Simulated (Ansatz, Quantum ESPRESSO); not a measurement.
# K: programs and potentials compared

```
K
1.0
    -2.62910    2.66761    2.60007
     2.71869   -2.74448    2.76653
     2.66008    2.77546   -2.67695
K
1
Direct
  0.99632 0.99168 0.00721
```

The given cell was strained at random by a few per cent at fixed volume.

Alike in all runs: task single point; functional PBEsol; k mesh 7 × 7 × 7; occupations fermi-dirac, width 0.05 eV; no spin polarisation; no spin-orbit coupling. Pressure is positive in compression and, in plane waves, holds the error of the finite cutoff, which Ansatz's Pulay term estimates and takes out.

| program and potentials | plane-wave cutoff (eV) | notes | pressure (GPa) | energy over the undisturbed cell (meV/atom) |
| --- | --- | --- | --- | --- |
| Ansatz, Ansatz PAW | 420 | potentials made for PBE, which Ansatz adapts in part | -0.31 | 1.35 |
| Quantum ESPRESSO, GBRV 1.5 PBEsol | 612 | - | -0.45 | 1.32 |
| Ansatz, all-electron LAPW, scalar-relativistic | - | - | -0.31 | - |

The pressure spans -0.45 (Quantum ESPRESSO, GBRV 1.5 PBEsol) to -0.31 GPa (Ansatz, all-electron LAPW, scalar-relativistic), with all-electron results at -0.31.

Differences between rows come from potentials, basis sets and numerical settings, since the functional is the same but for its coding. Runs on potential files found faulty are left out.
